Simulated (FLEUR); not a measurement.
**Anisotropy of free Co(001) film, 6 layers with FLEUR**

One state of free Co(001) film, 6 layers is converged without symmetry. Force theorems then give its anisotropy.

Program: FLEUR MaX-R8.1. Level of theory: PBE; all-electron FLAPW film, Dirac cores, scalar-relativistic bands. Results are calculated unless marked as measured.

## Step 1: Starting point

The cell holds 6 atoms: 6 Co. Cell: a = 2.507 Å, b = 2.507 Å, c = 22.863 Å, α = 90.0°, β = 90.0°, γ = 90.0°. Layers at typed spacings, unrelaxed. Vacuum lies along c.

As a file:

```xyz
6
Lattice="2.5067 0.0000 0.0000 0.0000 2.5067 0.0000 0.0000 0.0000 22.8625" Properties=species:S:1:pos:R:3
Co    0.0000    0.0000    7.0000
Co    1.2533    1.2533    8.7725
Co    0.0000    0.0000   10.5450
Co    1.2533    1.2533   12.3175
Co    0.0000    0.0000   14.0900
Co    1.2533    1.2533   15.8625
```

## Step 2: The magnetic state

The force theorems are single passes in this state's potential, so it has to be converged first.

No symmetry is used, so that later steps may turn the spins freely; k and −k are joined. FLEUR takes the sheet as a true film: the images along c are dropped, heights are typed in bohr, and the vacuum on both sides is semi-infinite. inpgen writes inp.xml from crystal.txt; cutoffs, mixing, functional, smearing and local orbitals are then set in the file. The k list scf (kpts.xml, not shown) is a Γ-centred 12×12×1 mesh; where the ranks do not divide the number of points, some are split in two of half the weight.

Contents of inp.xml:

```
<?xml version="1.0" encoding="UTF-8" standalone="no"?>
<fleurInput fleurInputVersion="0.39">
   <comment>
      Co
   </comment>
   <calculationSetup>
      <cutoffs Kmax="3.64" Gmax="10.9" GmaxXC="10.9" numbands="0"/>
      <scfLoop itmax="150" minDistance="0.00002" maxIterBroyd="15" imix="Anderson" alpha="0.03" precondParam="0.0" spinf="2.0" sdNocoIR="T"/>
      <coreElectrons ctail="F" frcor="F" kcrel="0" coretail_lmax="0"/>
      <xcFunctional name="pbe" relativisticCorrections="F"/>
      <magnetism jspins="2" l_noco="F" l_ss="F">
         <qss>0.0 0.0 0.0</qss>
         <mtNocoParams l_mperp="F" l_mtNocoPot="F" l_relaxSQA="F" mag_mixing_scheme="0" mix_RelaxWeightOffD="1.0" l_constrained="F" mix_constr="1.0"/>
         <sourceFreeMag l_sourceFree="F" l_scaleMag="F" mag_scale="1.0"/>
      </magnetism>
      <soc l_soc="F" theta="0.0" phi="0.0" spav="F"/>
      <expertModes spex="0" secvar="F"/>
      <geometryOptimization l_f="F" forcealpha="1.0" forcemix="BFGS" epsdisp="0.00001" epsforce="0.00001"/>
      <ldaU l_linMix="F" mixParam="0.05" spinf="1.0"/>
   </calculationSetup>
   <cell>
      <bzIntegration valenceElectrons="102.0" mode="hist" fermiSmearingEnergy="0.00183747">
         <kPointListSelection listName="scf"/>
         <xi:include xmlns:xi="http://www.w3.org/2001/XInclude" href="kpts.xml"> </xi:include>
      </bzIntegration>
      <xi:include xmlns:xi="http://www.w3.org/2001/XInclude" href="sym.xml"> </xi:include>
      <filmLattice scale="1.0" dVac="22.05" dTilda="24.55">
         <bravaisMatrixFilm>
            <row-1>    4.7369764765348199     0.0000000000000000</row-1>
            <row-2>    0.0000000000000000     4.7369764765348199</row-2>
         </bravaisMatrixFilm>
         <vacuumEnergyParameters vacuum="1" spinUp="-.25" spinDown="-.25"/>
         <vacuumEnergyParameters vacuum="2" spinUp="-.25" spinDown="-.25"/>
      </filmLattice>
   </cell>
   <atomSpecies>
      <species name="Cobalt (Co2.000" element="Co" atomicNumber="27">
         <mtSphere radius="2.25" gridPoints="745" logIncrement="0.016"/>
         <atomicCutoffs lmax="8" lnonsphr="6"/>
         <electronConfig flipSpins="F">
            <coreConfig>(1s1/2) (2s1/2) (2p1/2) (2p3/2)</coreConfig>
            <valenceConfig>(3s1/2) (3p1/2) (3p3/2) (4s1/2) (3d3/2) (3d5/2)</valenceConfig>
            <stateOccupation state="(3d3/2)" spinUp="1.5" spinDown="1.3"/>
            <stateOccupation state="(3d5/2)" spinUp="3.0" spinDown="1.2"/>
         </electronConfig>
         <energyParameters s="4" p="4" d="3" f="4"/>
         <lo type="SCLO" l="0" n="3" eDeriv="0"/>
         <lo type="SCLO" l="1" n="3" eDeriv="0"/>
      </species>
   </atomSpecies>
   <atomGroups>
      <atomGroup species="Cobalt (Co2.000">
         <filmPos label="                   1">.0000000000 .0000000000 -8.3738592360</filmPos>
         <force calculate="T" relaxXYZ="TTT"/>
         <nocoParams  alpha="0.0" beta="0.0"/>
      </atomGroup>
      <atomGroup species="Cobalt (Co2.000">
         <filmPos label="                   2">1.000/2.000 1.000/2.000 -5.0243069008</filmPos>
         <force calculate="T" relaxXYZ="TTT"/>
         <nocoParams  alpha="0.0" beta="0.0"/>
      </atomGroup>
      <atomGroup species="Cobalt (Co2.000">
         <filmPos label="                   3">.0000000000 .0000000000 -1.6747545657</filmPos>
         <force calculate="T" relaxXYZ="TTT"/>
         <nocoParams  alpha="0.0" beta="0.0"/>
      </atomGroup>
      <atomGroup species="Cobalt (Co2.000">
         <filmPos label="                   4">1.000/2.000 1.000/2.000 1.6747545657</filmPos>
         <force calculate="T" relaxXYZ="TTT"/>
         <nocoParams  alpha="0.0" beta="0.0"/>
      </atomGroup>
      <atomGroup species="Cobalt (Co2.000">
         <filmPos label="                   5">.0000000000 .0000000000 5.0243069008</filmPos>
         <force calculate="T" relaxXYZ="TTT"/>
         <nocoParams  alpha="0.0" beta="0.0"/>
      </atomGroup>
      <atomGroup species="Cobalt (Co2.000">
         <filmPos label="                   6">1.000/2.000 1.000/2.000 8.3738592360</filmPos>
         <force calculate="T" relaxXYZ="TTT"/>
         <nocoParams  alpha="0.0" beta="0.0"/>
      </atomGroup>
   </atomGroups>
   <output dos="F" band="F" slice="F">
      <bandDOS minEnergy="-.5*Htr" maxEnergy="0.5*Htr" sigma="0.015" storeEVData="T"/>
      <plotting iplot="0" polar="F">
         <plot TwoD="T" vec1="  1.0  0.0  0.0" vec2="  0.0  1.0  0.0" vec3="  0.0  0.0  1.0" zero="  0.0  0.0 -0.5" file="plot"/>
      </plotting>
      <moessbauerParams electricFieldGradient="F" isomerShift="F" coreHyperfine="F" valenceHyperfine="F"/>
   </output>
</fleurInput>
```

Contents of crystal.txt:

```
Co
&input film=T cartesian=F /
2.50670000000  0.00000000000  0.00000000000
0.00000000000  2.50670000000  0.00000000000
0.00000000000  0.00000000000  1.00000000000
1.8897261246
1.0 1.0 1.0

6
27 0.00000000000  0.00000000000  -8.37385923600 : 2.000
27 0.50000000000  0.50000000000  -5.02430690083 : 2.000
27 0.00000000000  0.00000000000  -1.67475456565 : 2.000
27 0.50000000000  0.50000000000  1.67475456565 : 2.000
27 0.00000000000  0.00000000000  5.02430690083 : 2.000
27 0.50000000000  0.50000000000  8.37385923600 : 2.000

&kpt div1=12 div2=12 div3=1 gamma=T /
```

The run is started by

```sh
OMP_NUM_THREADS=1 inpgen -f crystal.txt -nosym -noco > inpgen.log  # inp.xml is then edited as shown
OMP_NUM_THREADS=1 mpirun -n 4 fleur_MPI > fleur.log
```

The program printed:

```text
Welcome to FLEUR        (www.flapw.de)
      MaX-Release 8.1          (www.max-centre.eu)

 ========== k-point set info ==========
 Selected k-point list: scf
 k-point list type: mesh
 0 x 0 x 0
 Number of k points: 76

 ------------Calculation Setup---------------------------
 Number of MPI-tasks      :            4
 Number of PE/node        :            4
 Number of OMP-threads    :            1
 k-points in parallel     :            4
 pe's per k-point         :            1
 No of k-point loops      :           19
 Eigenvalue solver        :       lapack
 Number of basis functions:          496
 Approximate size of matrices (H+S) per k-point:         0.007 GB
 --------------------------------------------------------
 Iteration:     1   Distance:      44.01568002 me/bohr^3
 Iteration:     2   Distance:      71.86999567 me/bohr^3
 Iteration:     3   Distance:      20.69267801 me/bohr^3
 Iteration:     4   Distance:      19.65811251 me/bohr^3
 Iteration:     5   Distance:      16.23878832 me/bohr^3
 Iteration:     6   Distance:       6.65871117 me/bohr^3
 Iteration:     7   Distance:       5.52781881 me/bohr^3
 Iteration:     8   Distance:       5.16836650 me/bohr^3
 Iteration:     9   Distance:       6.15895605 me/bohr^3
 Iteration:    10   Distance:       5.24518349 me/bohr^3
[... 41 iterations left out ...]
 Iteration:    52   Distance:       0.00006327 me/bohr^3
 Iteration:    53   Distance:       0.00006706 me/bohr^3
 Iteration:    54   Distance:       0.00003865 me/bohr^3
 Iteration:    55   Distance:       0.00003916 me/bohr^3
 Iteration:    56   Distance:       0.00002190 me/bohr^3
 Iteration:    57   Distance:       0.00003908 me/bohr^3
 Iteration:    58   Distance:       0.00023092 me/bohr^3
 Iteration:    59   Distance:       0.00003339 me/bohr^3
 Iteration:    60   Distance:       0.00002666 me/bohr^3
 Iteration:    61   Distance:       0.00000463 me/bohr^3

 ********************************************************************
 Run finished successfully
 Stop message:
   all done
 ********************************************************************

--- out.xml (last complete iteration) ---
<iteration numberForCurrentRun="   61" overallNumber="   61">
         [... left out ...]
         <bandgap value="0.0000000000" units="eV"/>
         <sumValenceSingleParticleEnergies value="-141.2429130742" units="Htr"/>
         <FermiEnergy value="-0.1689788035" units="Htr"/>
         <valenceDensity>
            <mtCharges spin="1">
               <mtCharge atomType="1" total="8.8356446" s="1.1945784" p="3.1195771" d="4.5109335" f="0.0079691"/>
               <mtCharge atomType="2" total="8.8287863" s="1.1957534" p="3.1686010" d="4.4481604" f="0.0124232"/>
               <mtCharge atomType="3" total="8.8297114" s="1.1974550" p="3.1702748" d="4.4456587" f="0.0124856"/>
               <mtCharge atomType="4" total="8.8297114" s="1.1974550" p="3.1702748" d="4.4456587" f="0.0124856"/>
               <mtCharge atomType="5" total="8.8287863" s="1.1957534" p="3.1686010" d="4.4481604" f="0.0124232"/>
               <mtCharge atomType="6" total="8.8356446" s="1.1945784" p="3.1195771" d="4.5109335" f="0.0079691"/>
            </mtCharges>
            <mtCharges spin="2">
               <mtCharge atomType="1" total="6.9112057" s="1.1887913" p="3.1377446" d="2.5748339" f="0.0076314"/>
               <mtCharge atomType="2" total="7.0798927" s="1.2024960" p="3.2046812" d="2.6573873" f="0.0118595"/>
               <mtCharge atomType="3" total="7.0811795" s="1.2036503" p="3.2061383" d="2.6559696" f="0.0119971"/>
               <mtCharge atomType="4" total="7.0811795" s="1.2036503" p="3.2061383" d="2.6559696" f="0.0119971"/>
               <mtCharge atomType="5" total="7.0798926" s="1.2024960" p="3.2046812" d="2.6573873" f="0.0118595"/>
               <mtCharge atomType="6" total="6.9112057" s="1.1887913" p="3.1377446" d="2.5748339" f="0.0076314"/>
            </mtCharges>
            <spinDependentCharge spin="1" total="56.2605374" interstitial="3.1611272" mtSpheres="52.9882848" vacuum1="0.0555627" vacuum2="0.0555627"/>
            <spinDependentCharge spin="2" total="45.7394628" interstitial="3.4949746" mtSpheres="42.1445557" vacuum1="0.0499663" vacuum2="0.0499663"/>
            <totalCharge value="102.0000002283"/>
         </valenceDensity>
         [... left out ...]
         <allElectronCharges>
            <spinDependentCharge spin="1" total="86.2605374" interstitial="3.1611272" mtSpheres="82.9882848" vacuum1="0.0555627" vacuum2="0.0555627"/>
            <spinDependentCharge spin="2" total="75.7394628" interstitial="3.4949746" mtSpheres="72.1445557" vacuum1="0.0499663" vacuum2="0.0499663"/>
            <totalCharge value="162.0000002299"/>
         </allElectronCharges>
         <magneticMomentsInMTSpheres units="muBohr">
            <globalMagMoment atomType="1" vec="0.00000   0.00000   1.92444"/>
            <localMagMoment atomType="1" vec="0.00000   0.00000   1.92444"/>
            <globalMagMoment atomType="2" vec="0.00000   0.00000   1.74889"/>
            <localMagMoment atomType="2" vec="0.00000   0.00000   1.74889"/>
            <globalMagMoment atomType="3" vec="0.00000   0.00000   1.74853"/>
            <localMagMoment atomType="3" vec="0.00000   0.00000   1.74853"/>
            <globalMagMoment atomType="4" vec="0.00000   0.00000   1.74853"/>
            <localMagMoment atomType="4" vec="0.00000   0.00000   1.74853"/>
            <globalMagMoment atomType="5" vec="0.00000   0.00000   1.74889"/>
            <localMagMoment atomType="5" vec="0.00000   0.00000   1.74889"/>
            <globalMagMoment atomType="6" vec="0.00000   0.00000   1.92444"/>
            <localMagMoment atomType="6" vec="0.00000   0.00000   1.92444"/>
         </magneticMomentsInMTSpheres>
         <moessbauerParams unitsHFF="kG" unitsIS="e/bohr^3" unitsEFG="Htr/bohr^2">
         </moessbauerParams>
         <totalEnergy value="    -8360.7758513723" units="Htr">
            <sumOfEigenvalues value="    -4898.0035684124">
               <coreElectrons value="-4756.7606553382"/>
               <valenceElectrons value="-141.2429130742"/>
            </sumOfEigenvalues>
            <densityCoulombPotentialIntegral value="-12917.3451660409"/>
            <densityEffectivePotentialIntegral value="-13382.3355965469"/>
            <chargeDenXCDenIntegral value="-358.0882633149"/>
            <FockExchangeEnergyValence value="0.0000000000"/>
            <FockExchangeEnergyCore value="0.0000000000"/>
            <atomTypeDependentContributions atomType="1">
               <electronNucleiInteractionDifferentMTs value="1666.4937189271"/>
               <MadelungTerm value="-4.9042606995"/>
            </atomTypeDependentContributions>
            <atomTypeDependentContributions atomType="2">
               <electronNucleiInteractionDifferentMTs value="1667.5180152230"/>
               <MadelungTerm value="-3.8649039034"/>
            </atomTypeDependentContributions>
            <atomTypeDependentContributions atomType="3">
               <electronNucleiInteractionDifferentMTs value="1667.5247135859"/>
               <MadelungTerm value="-3.8679042297"/>
            </atomTypeDependentContributions>
            <atomTypeDependentContributions atomType="4">
               <electronNucleiInteractionDifferentMTs value="1667.5247135900"/>
               <MadelungTerm value="-3.8679042336"/>
            </atomTypeDependentContributions>
            <atomTypeDependentContributions atomType="5">
               <electronNucleiInteractionDifferentMTs value="1667.5180152314"/>
               <MadelungTerm value="-3.8649039130"/>
            </atomTypeDependentContributions>
            <atomTypeDependentContributions atomType="6">
               <electronNucleiInteractionDifferentMTs value="1666.4937189194"/>
               <MadelungTerm value="-4.9042607154"/>
            </atomTypeDependentContributions>
            <tkbTimesEntropy value="0.0022380873"/>
            <freeEnergy value="-8360.7780894596"/>
            <extrapolationTo0K value="-8360.7769704160"/>
         </totalEnergy>
         <densityConvergence units="me/bohr^3">
            <chargeDensity spin="1" distance="0.0000018219"/>
            <chargeDensity spin="2" distance="0.0000033869"/>
            <overallChargeDensity distance="0.0000028509"/>
            <spinDensity distance="0.0000046318"/>
         </densityConvergence>
      </iteration>
```

The job ended after 10 min (4 MPI ranks of Arm Neoverse V2, shared host; peak memory 1.2 GiB; 42 min of CPU time).

Spin moment in the muffin-tin sphere by atom:

```tsv
atom	spin moment in the muffin-tin sphere (μB)
Co1	1.92
Co2	1.75
Co3	1.75
Co4	1.75
Co5	1.75
Co6	1.92
```

Numbers from this step:

| Item | Value |
| --- | --- |
| free energy | -227508.3619 eV |
| program's band gap on this mesh (in a metal only a level spacing) | 0 eV |
| magnetization | 10.52 μB |
| final state | ferromagnetic |

After 61 cycles the largest moment stands at 1.92 μB.

## Step 3: Energy against the direction of the moments, rung 1

Anisotropy is a small difference, so it is taken from sums over occupied states at a frozen potential, where most errors cancel.

One pass with spin–orbit coupling for each direction, from the saved density. Inversion lets half of the mesh serve, which the program's warning doesn't know. The k list mae (kpts.xml, not shown) is a Γ-centred 20×20×1 mesh.

Edit inp.xml of step 2 so:

```diff
@@ -6,4 +6,4 @@
    <calculationSetup>
-      <cutoffs Kmax="3.64" Gmax="10.9" GmaxXC="10.9" numbands="0"/>
-      <scfLoop itmax="150" minDistance="0.00002" maxIterBroyd="15" imix="Anderson" alpha="0.03" precondParam="0.0" spinf="2.0" sdNocoIR="T"/>
+      <cutoffs Kmax="3.64" Gmax="10.9" GmaxXC="10.9" numbands="198"/>
+      <scfLoop itmax="1" minDistance="0.00002" maxIterBroyd="15" imix="Anderson" alpha="0.03" precondParam="0.0" spinf="2.0" sdNocoIR="T"/>
       <coreElectrons ctail="F" frcor="F" kcrel="0" coretail_lmax="0"/>
@@ -15,3 +15,3 @@
       </magnetism>
-      <soc l_soc="F" theta="0.0" phi="0.0" spav="F"/>
+      <soc l_soc="T" theta="0.0" phi="0.0" spav="F"/>
       <expertModes spex="0" secvar="F"/>
@@ -22,3 +22,3 @@
       <bzIntegration valenceElectrons="102.0" mode="hist" fermiSmearingEnergy="0.00183747">
-         <kPointListSelection listName="scf"/>
+         <kPointListSelection listName="mae"/>
          <xi:include xmlns:xi="http://www.w3.org/2001/XInclude" href="kpts.xml"> </xi:include>
@@ -89,2 +89,5 @@
    </output>
+   <forceTheorem>
+      <MAE theta="0.0 1.5707963 1.5707963" phi="0.0 0.0 1.5707963"/>
+   </forceTheorem>
 </fleurInput>
```

The run is started by

```sh
OMP_NUM_THREADS=1 mpirun -n 4 fleur_MPI -warn_only > fleur.log
```

The program printed:

```text
[banner, memory and clock lines left out]
Welcome to FLEUR        (www.flapw.de)
      MaX-Release 8.1          (www.max-centre.eu)
************FLEUR-Warning*****************
Error message: k-point set is not compatible to missing time-reversal symmetry in calculation.
Error occurred in subroutine: gen_bz
Error from PE:0/4
Other PEs with error messages:
     2-k-point set is not compatible to missing time-reversal symmetry in calculation.
     3-k-point set is not compatible to missing time-reversal symmetry in calculation.
*****************************************

 ========== k-point set info ==========
 Selected k-point list: mae
 k-point list type: mesh
 0 x 0 x 0
 Number of k points: 204

 [... set-up left out ...]
 ********************************************************************
 Run finished successfully
 Stop message:
   Forcetheorem MAE
 ********************************************************************

--- out.xml (force theorem) ---
<Forcetheorem_MAE Angles="3" units="Htr">
            <Angle theta="0.0000000" phi="0.0000000" ev-sum="-141.247449051"/>
            <Angle theta="1.5707963" phi="0.0000000" ev-sum="-141.247476463"/>
            <Angle theta="1.5707963" phi="1.5707963" ev-sum="-141.247476463"/>
         </Forcetheorem_MAE>
```

The job ended after 2.7 min (4 MPI ranks; peak memory 1.8 GiB).

Anisotropy energies, by row:

```tsv
axis	x	y	z	band energy less the first axis' (meV a cell)
z	0	0	1	0
x	1	0	0	-0.7459
y	0	1	0	-0.7459
```

Shape anisotropy is not in these numbers.

## Step 4: Energy against the direction of the moments, rung 2

A second rung shows how far the first can be trusted.

The k list mae (kpts.xml, not shown) is a Γ-centred 30×30×1 mesh.

inp.xml is that of step 3.

The program printed:

```text
[banner, memory and clock lines left out]
Welcome to FLEUR        (www.flapw.de)
      MaX-Release 8.1          (www.max-centre.eu)
************FLEUR-Warning*****************
Error message: k-point set is not compatible to missing time-reversal symmetry in calculation.
Error occurred in subroutine: gen_bz
Error from PE:1/4
*****************************************
************FLEUR-Warning*****************
Error message: k-point set is not compatible to missing time-reversal symmetry in calculation.
Error occurred in subroutine: gen_bz
Error from PE:0/4
[...]
========== k-point set info ==========
 Selected k-point list: mae
 k-point list type: mesh
 0 x 0 x 0
 Number of k points: 452

 [... set-up left out ...]
 ********************************************************************
 Run finished successfully
 Stop message:
   Forcetheorem MAE
 ********************************************************************

--- out.xml (force theorem) ---
<Forcetheorem_MAE Angles="3" units="Htr">
            <Angle theta="0.0000000" phi="0.0000000" ev-sum="-141.247323626"/>
            <Angle theta="1.5707963" phi="0.0000000" ev-sum="-141.247350887"/>
            <Angle theta="1.5707963" phi="1.5707963" ev-sum="-141.247350887"/>
         </Forcetheorem_MAE>
```

The job ended after 6 min (4 MPI ranks; peak memory 3.3 GiB).

Anisotropy energies, by row:

```tsv
axis	x	y	z	band energy less the first axis' (meV a cell)
z	0	0	1	0
x	1	0	0	-0.7418
y	0	1	0	-0.7418
```

(Part 1 of 2 ends here.)

[Logs and program files are shortened in this print: banners, set-up blocks, solver, clock and traceback lines can be left out without a mark of their own.]

[Logs are printed without paths, hosts, clocks, repeated set-up lines and the standing remarks that a program may print on its own settings, such as how far it seeks lower states.]

[Hosts, paths, dates, database ids (printed as entryN), source tags and the programs' standing remarks are cut or masked in the printed files.]

[Where a cell is said to come from a database of computed structures, the database is the Materials Project.]
